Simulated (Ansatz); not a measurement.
Ge, 1 atom in the cell. It takes space group Cmmm (No. 65, orthorhombic). Conventional cell: a = 2.794 Å, b = 5.201 Å, c = 2.698 Å, α = 90.00°, β = 90.00°, γ = 90.00°. Around Ge (site symmetry mmm) lie 8 Ge at 2.70 to 2.95 Å. This isn't the form of Ge at room conditions, which is diamond.

| Property | Result |
| --- | --- |
| Program | Ansatz 0.2.0 |
| Task | band structure |
| Functional | BLYP |
| Potentials or basis | Ansatz PAW |
| Cutoff | 420 eV (not typed: the program's choice for these potentials) |
| k mesh | 11 × 11 × 10 |
| Occupations | fermi-dirac, width 0.05 eV |
| Spin | no spin polarisation |
| Path | [["G", "X", "S", "R", "A", "Z", "G", "Y", "X1", "A1", "T", "Y"], ["Z", "T"]] |
| Points for each segment of the path | 14 |

Potentials or basis: Ansatz PAW.

The run is started by

```console
$ ansatz run input.yaml --threads 2 --pin off --max-ram 5632MiB --backend cpu --events-out ev --progress --plain --runs-dir out
```

Hardware: 2 threads of Arm Neoverse V2 (shared host).

Task: How long does it take, and how much memory?

Result: Run time: 2.2 s on 2 threads of Arm Neoverse V2, with other jobs on the host, peak memory 0.32 GiB. Counts: scf iterations 7, plane waves 397, k points 216, bands 13.
